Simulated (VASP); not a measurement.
# C (Fd-3m) in VASP: a series of runs, part 3 of 3

VASP 6.6.1.

**5. Single point, PBE (a relaxed cell with its volume scaled by 0.97)**

The input, INCAR:

```
SYSTEM = C
  PREC = Accurate
  ENCUT = 520
  EDIFF = 1E-7
  ISMEAR = 0
  SIGMA = 0.02
  LREAL = .False.
  LASPH = .True.
  NELM = 80
  ALGO = Fast
  ISIF = 2
  LWAVE = .False.
  LCHARG = .False.
  GGA = PE
```

The input, KPOINTS:

```
Automatic mesh
0
Gamma
  14 14 14
  0 0 0
```

The input, POSCAR:

```
C                                       
1.0
    0.0000000000      1.7686616239      1.7686616239
    1.7686616239      0.0000000000      1.7686616239
    1.7686616239      1.7686616239      0.0000000000
  C             
     2
Direct
     0.0000000000000000    0.0000000000000000    0.0000000000000000
     0.2500000000000000    0.2500000000000000    0.2500000000000000
```

Potentials or basis: VASP PAW PBE potentials, release 64 (C).

On the command line:

```
cat potpaw_PBE.64/C/POTCAR > POTCAR
mpirun -np 1 vasp_std > vasp.out
```

OUTCAR:

```text
SYSTEM = C
   PREC = Accurate
   ENCUT = 520
   EDIFF = 1E-7
   ISMEAR = 0
   LREAL = .False.
   LASPH = .True.
   NELM = 80
   ISIF = 2
   GGA = PE

 ion  position               nearest neighbor table
   1  0.000  0.000  0.000-   2 1.53   2 1.53   2 1.53   2 1.53
   2  0.250  0.250  0.250-   1 1.53   1 1.53   1 1.53   1 1.53

  LATTYP: Found a face centered cubic cell.
 ALAT       =     3.5373232478

  Lattice vectors:

 A1 = (   0.0000000000,   1.7686616239,   1.7686616239)
 A2 = (   1.7686616239,   0.0000000000,   1.7686616239)
 A3 = (   1.7686616239,   1.7686616239,   0.0000000000)

Analysis of symmetry for initial positions (statically):
=====================================================================
 Subroutine PRICEL returns:
 Original cell was already a primitive cell.

 Routine SETGRP: Setting up the symmetry group for a
 face centered cubic supercell.

 Subroutine GETGRP returns: Found 48 space group operations
 (whereof 24 operations were pure point group operations)
 out of a pool of 48 trial point group operations.

The static configuration has the point symmetry T_d .
 The point group associated with its full space group is O_h .

Analysis of symmetry for dynamics (positions and initial velocities):
=====================================================================
 Subroutine PRICEL returns:
 Original cell was already a primitive cell.

 Routine SETGRP: Setting up the symmetry group for a
 face centered cubic supercell.

 Subroutine GETGRP returns: Found 48 space group operations
 (whereof 24 operations were pure point group operations)
 out of a pool of 48 trial point group operations.

The dynamic configuration has the point symmetry T_d .
 The point group associated with its full space group is O_h .

 Subroutine INISYM returns: Found 48 space group operations
 (whereof 24 operations are pure point group operations),
 and found     1 'primitive' translations

----------------------------------------------------------------------------------------

                                     Primitive cell

  volume of cell :      11.0653

  direct lattice vectors                    reciprocal lattice vectors
     0.000000000  1.768661624  1.768661624    -0.282699638  0.282699638  0.282699638
     1.768661624  0.000000000  1.768661624     0.282699638 -0.282699638  0.282699638
     1.768661624  1.768661624  0.000000000     0.282699638  0.282699638 -0.282699638

  length of vectors
     2.501265256  2.501265256  2.501265256     0.489650135  0.489650135  0.489650135

  position of ions in fractional coordinates (direct lattice)
     0.000000000  0.000000000  0.000000000
     0.250000000  0.250000000  0.250000000

  ion indices of the primitive-cell ions
   primitive index   ion index
                 1           1
                 2           2

----------------------------------------------------------------------------------------

 KPOINTS: Automatic mesh

Automatic generation of k-mesh.
 Grid dimensions read from file:
 generate k-points for:   14   14   14

 Generating k-lattice:

  Cartesian coordinates                     Fractional coordinates (reciprocal lattice)
    -0.020192831  0.020192831  0.020192831     0.071428571  0.000000000  0.000000000
     0.020192831 -0.020192831  0.020192831     0.000000000  0.071428571  0.000000000
     0.020192831  0.020192831 -0.020192831     0.000000000  0.000000000  0.071428571

  Length of vectors
     0.034975010  0.034975010  0.034975010

  Shift w.r.t. Gamma in fractional coordinates (k-lattice)
     0.000000000  0.000000000  0.000000000

 Subroutine IBZKPT returns following result:
 ===========================================

 Found    104 irreducible k-points:

 Following reciprocal coordinates:
            Coordinates               Weight
  0.000000  0.000000  0.000000      1.000000
  0.071429  0.000000  0.000000      8.000000
  0.142857  0.000000  0.000000      8.000000
  0.214286  0.000000  0.000000      8.000000
  0.285714  0.000000  0.000000      8.000000
  0.357143  0.000000  0.000000      8.000000
[... 16 lines left out ...]
  0.214286  0.142857  0.000000     24.000000
  0.285714  0.142857  0.000000     24.000000
 [... further k-points ...]
   k-points           NKPTS =    104   k-points in BZ     NKDIM =    104   number of bands    NBANDS=      8
   number of dos      NEDOS =    301   number of ions     NIONS =      2
   total plane-waves  NPLWV =   8000
   dimension x,y,z NGX =    20 NGY =   20 NGZ =   20
   dimension x,y,z NGXF=    40 NGYF=   40 NGZF=   40
   ions per type =               2
   NGX,Y,Z   is equivalent  to a cutoff of  13.29, 13.29, 13.29 a.u.
   NGXF,Y,Z  is equivalent  to a cutoff of  26.59, 26.59, 26.59 a.u.
 SYSTEM =  C
   PREC   = accura    normal or accurate (medium, high low for compatibility)
   ISTART =      0    job   : 0-new  1-cont  2-samecut
   ICHARG =      2    charge: 1-file 2-atom 10-const
   ISPIN  =      1    spin polarized calculation?
   LNONCOLLINEAR =      F non collinear calculations
   LSORBIT =      F    spin-orbit coupling
   LASPH  =      T    aspherical Exc in radial PAW
   ENCUT  =  520.0 eV  38.22 Ry    6.18 a.u.   4.65  4.65  4.65*2*pi/ulx,y,z
   NELM   =     80;   NELMIN=  2; NELMDL= -5     # of ELM steps
   EDIFF  = 0.1E-06   stopping-criterion for ELM
   LREAL  =      F    real-space projection
   EDIFFG = 0.1E-05   stopping-criterion for IOM
   NSW    =      0    number of steps for IOM
   IBRION =     -1    ionic relax: 0-MD 1-quasi-New 2-CG
   NFREE  =      0    steps in history (QN), initial steepest desc. (CG)
   ISIF   =      2    stress and relaxation
   ISYM   =      2    0-nonsym 1-usesym 2-fastsym
   POTIM  = 0.5000    time-step for ionic-motion
   TEBEG  =    0.0;   TEEND  =   0.0 temperature during run
   PSTRESS=    0.0 pullay stress
   NELECT =       8.0000    total number of electrons
   NUPDOWN=      -1.0000    fix difference up-down
   EMIN   =  10.00;   EMAX   =-10.00  energy-range for DOS
   EFERMI =   0.00;   METHOD = LEGACY
   ISMEAR =     0;   SIGMA  =   0.02  broadening in eV -4-tet -1-fermi 0-gaus
   EFERMI_NEDOS =   21; number of points for ismear=-14 and -15
   IALGO  =     68    algorithm
   IMIX   =      4    mixing-type and parameters
     AMIX     =   0.40;   BMIX     =  1.00
     AMIX_MAG =   1.60;   BMIX_MAG =  1.00
  volume/ion in A,a.u.               =       5.53        37.34
  Fermi-wavevector in a.u.,A,eV,Ry     =   1.469321  2.776614 29.373683  2.158905
  Thomas-Fermi vector in A             =   2.584713
   LORBIT       =      0    0 simple, 1 ext, 2 COOP (PROOUT), +10 PAW based schemes
   GGA     = PE    functional components
   LHFCALC =     F    Hartree Fock is set to
   AEXX    =    0.0000 exact exchange contribution
   IVDW    =     0    specifies the selected vdW correction
   LEPSILON=     F    determine dielectric tensor
   LRPA    =     F    only Hartree local field effects (RPA)
 non-spin polarized calculation
 RMM-DIIS sequential band-by-band and
 Gauss-broadening in eV      SIGMA  =   0.02
  energy-cutoff  :      520.00
  volume of cell :       11.07
 maximum number of plane-waves:       307
   NGX =  9   NGY =  9   NGZ =  9

 number of electron       7.9999999 magnetization

 Free energy of the ion-electron system (eV)
  ---------------------------------------------------
  ext. energy  EPLUGINS =         0.00000000
  ---------------------------------------------------
  free energy    TOTEN  =       -18.17074444 eV

  energy without entropy =      -18.17074444  energy(sigma->0) =      -18.17074444

 E-fermi :  10.2208     XC(G=0): -13.3760

 val. band max:       10.0928654869   @ k =   0.0000   0.0000   0.0000
 cond. band min:      14.2776570677   @ k =   0.3571   0.3571   0.0000
 fundamental gap:      4.1847915808
 Fermi energy:        10.2207545479

 k-point     1 :       0.0000    0.0000    0.0000
  band No.  band energies     occupation
      1     -11.7214      2.00000
      2      10.0929      2.00000
      3      10.0929      2.00000
      4      10.0929      2.00000
      5      15.7512      0.00000
      6      15.7512      0.00000
      7      15.7512      0.00000
      8      23.9991      0.00000
[... 243 lines left out ...]
 k-point    24 :       0.2857    0.1429    0.0000
  band No.  band energies     occupation
      1      -9.6335      2.00000
      2       3.9687      2.00000
      3       6.6903      2.00000
      4       7.4588      2.00000
      5      16.0963      0.00000
      6      20.2943      0.00000
      7      20.3467      0.00000
      8      22.7310      0.00000

 [... further k-points ...]

------------------------ aborting loop because EDIFF is reached ----------------------------------------

  FORCE on cell =-STRESS in cart. coord.  units (eV):
  Direction    XX          YY          ZZ          XY          YZ          ZX
  --------------------------------------------------------------------------------------
  -------------------------------------------------------------------------------------
  Total        0.9660888      0.9660888      0.9660888      0.0000000      0.0000000     -0.0000000
  in kB      139.8825034    139.8825034    139.8825034      0.0000000      0.0000000     -0.0000000
  external PRESSURE =     139.8825034 kB  Pullay stress =       0.0000000 kB

 VOLUME and BASIS-vectors are now :
 -----------------------------------------------------------------------------
  energy-cutoff  :      520.00
  volume of cell :       11.07
      direct lattice vectors                 reciprocal lattice vectors
     0.000000000  1.768661624  1.768661624    -0.282699638  0.282699638  0.282699638
     1.768661624  0.000000000  1.768661624     0.282699638 -0.282699638  0.282699638
     1.768661624  1.768661624  0.000000000     0.282699638  0.282699638 -0.282699638

 POSITION                                       TOTAL-FORCE (eV/Angst)
 -----------------------------------------------------------------------------------
      0.00000      0.00000      0.00000        -0.000000     -0.000000     -0.000000
      0.88433      0.88433      0.88433         0.000000      0.000000      0.000000
 -----------------------------------------------------------------------------------
    total drift:                                0.000000      0.000000      0.000000

  FREE ENERGIE OF THE ION-ELECTRON SYSTEM (eV)
  ---------------------------------------------------
  free  energy   TOTEN  =       -18.1707444379 eV

  energy  without entropy=      -18.1707444379  energy(sigma->0) =      -18.17074444
```

stdout:

```text
POSCAR found type information on POSCAR C
 POSCAR found :  1 types and       2 ions
 scaLAPACK will be used
 LDA part: xc-table for (Slater+PW92), standard interpolation
 POSCAR, INCAR and KPOINTS ok, starting setup
 FFT: planning ... GRIDC
 FFT: planning ... GRID_SOFT
 FFT: planning ... GRID
 WAVECAR not read
 entering main loop
```

Run time: 11 s. Hardware: 1 thread of AMD EPYC 7R13 (Zen 3), shared host; peak memory 0.09 GiB.

Results:

```yaml
Free_energy: -18.1707 eV
Pressure: 14.0 GPa
Band_gap_on_the_k_mesh: 4.18 eV, indirect (least direct gap 5.66 eV)
```

**6. Single point, PBE (a relaxed cell with its volume scaled by 1.03)**

INCAR is that of step 5.

KPOINTS is that of step 5.

The input, POSCAR:

```
C                                       
1.0
    0.0000000000      1.8044017910      1.8044017910
    1.8044017910      0.0000000000      1.8044017910
    1.8044017910      1.8044017910      0.0000000000
  C             
     2
Direct
     0.0000000000000000    0.0000000000000000    0.0000000000000000
     0.2500000000000000    0.2500000000000000    0.2500000000000000
```

Potentials or basis: VASP PAW PBE potentials, release 64 (C).

On the command line:

```
cat potpaw_PBE.64/C/POTCAR > POTCAR
mpirun -np 1 vasp_std > vasp.out
```

It took 9.6 s on 1 thread of AMD EPYC 7R13 (Zen 3), shared host; peak memory 0.09 GiB.

Results (log left out):

```
Free energy            : -18.1730 eV
Pressure               : -12.2 GPa
Band gap on the k mesh : 4.05 eV, indirect (least direct gap 5.49 eV)
```

Levels at points of the mesh, in eV from the valence-band top:
```tsv
k point	band 2	band 3	band 4	band 5	band 6	band 7
(0.00, 0.00, 0.00)	0.00	0.00	0.00	5.49	5.49	5.49
(0.50, 0.00, 0.00)	-12.99	-2.71	-2.71	8.31	8.31	8.38
(0.50, 0.50, 0.00)	-12.52	-6.09	-6.09	4.68	4.68	16.28
```

A k mesh can miss the band edges.

**7. Summary**

| task | cell | gap on the mesh (eV) | pressure (GPa) |
| --- | --- | --- | --- |
| relaxation of cell and atoms | relaxed | 4.12 | 0.0 |
| single point | as given | 4.12 | 0.0 |
| single point | a relaxed cell with its volume scaled by 0.97 | 4.18 | 14.0 |
| single point | a relaxed cell with its volume scaled by 1.03 | 4.05 | -12.2 |

Alike in all rows: level PBE; potentials or basis VASP PAW PBE potentials, release 64 (C); no spin polarisation; k mesh 14 × 14 × 14; cutoff (eV) 520; smearing gaussian 0.02 eV.

Caveats: the relaxation stopped at its first step, so nothing moved (some runs).

Total energies depend on the potentials used, so only differences within one code and one set of settings carry meaning.
